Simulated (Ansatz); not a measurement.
## InSe

The computed numbers are results of PBE, scalar-relativistic (no spin polarisation) in the plane-wave PAW code Ansatz at 420 eV, Γ-centred 10×10×6 mesh, 0.05 eV Gaussian smearing; PAW files: Ansatz's generated set soft_2.

```yaml
crystal:
  lattice:
    - [5.74051, -2.06211, -0.12830]
    - [5.74051, 2.06211, -0.12830]
    - [-1.65923, 0.00000, 5.47404]
  atoms:
    - { symbol: In, position: [0.88794, 0.88794, 0.05355] }
    - { symbol: In, position: [0.11206, 0.11206, 0.94645] }
    - { symbol: Se, position: [0.66659, 0.66659, 0.69583] }
    - { symbol: Se, position: [0.33341, 0.33341, 0.30417] }
```

The chain of runs began from a cell as deposited in COD, expanded in volume.

The cell above was scaled in volume, and shape and atoms were relaxed at each volume within its symmetry. Energies are counted from the cell above.

Cell and atoms are those of this level's equilibrium.

```csv
V (Å³/atom),ΔE (meV/atom),P (GPa),gap on the mesh (eV)
30.89,0.5,0.13,1.07
31.54,0.2,0.09,1.08
32.18,0.0,0.00,1.08
32.82,0.0,-0.01,1.08
33.47,0.0,-0.03,1.10
```

Q: Can a bulk modulus be trusted from these points?

A: No. The energies are smooth (scatter 0.00 meV/atom), but the fit's B0′ of 12.5 is out of the usual range: the curve is too flat or too lopsided over this range, as for soft or weakly bound crystals, and a third-order form can't fix it.

The fit puts its minimum at 32.73 Å³/atom, 1.7 % over the cell above, so zero pressure fixes the volume only loosely here.

Semilocal functionals underestimate band gaps, commonly by a third or more. The structure is built of weakly bound layers, and this functional has no dispersion term, so their spacing and all that hangs on it (volume, the soft elastic constants, low modes, dielectric constants) are poorly given.
